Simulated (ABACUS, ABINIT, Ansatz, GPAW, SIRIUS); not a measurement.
**WS2: programs and potentials compared**

```xyz
3
Lattice="1.5790 0.9116 6.1633 -1.5790 0.9116 6.1633 0.0000 -1.8233 6.1633" Properties=species:S:1:pos:R:3 pbc="T T T"
W    -0.0377   -0.0171    0.0389
S     0.0067    0.0202   10.7222
S     0.0119   -0.0494   13.9186
```

Atoms were shifted at random by some hundredths of an Å from the given cell, which wasn't relaxed again for these runs.

Alike in all runs: task single point; functional PBEsol; k mesh 10 × 10 × 10; occupations fermi-dirac, width 0.05 eV; no spin polarisation; no spin-orbit coupling. Pressure is positive in compression and, in plane waves, holds the error of the finite cutoff.

```tsv
program and potentials	plane-wave cutoff (eV)	notes	band gap (eV)	pressure (GPa)	largest force (eV/Å)
SIRIUS, PseudoDojo 0.4.1 PBEsol standard (scalar relativistic)	1030	-	0.93	-3.64	1.653
ABACUS, PseudoDojo NC SR 0.4.1 PBEsol standard, plane waves	1007	-	?	?	?
Ansatz, all-electron LAPW, scalar-relativistic	-	-	0.93	-3.58	1.653
ABINIT, PseudoDojo NC SR PBEsol v0.4.1 standard	1007	-	0.93	-3.64	1.653
GPAW, PAW data sets generated for this functional	600	-	0.93	-3.71	1.658
```

**Question.** Estimate from the other rows what the run with ABACUS, PseudoDojo NC SR 0.4.1 PBEsol standard, plane waves gave.

**Answer.** Band gap 0.93 eV; pressure -3.64 GPa; largest force 1.652 eV/Å. The other rows, which needn't bracket it: band gap 0.93; pressure -3.71 to -3.58; largest force 1.653 to 1.658.
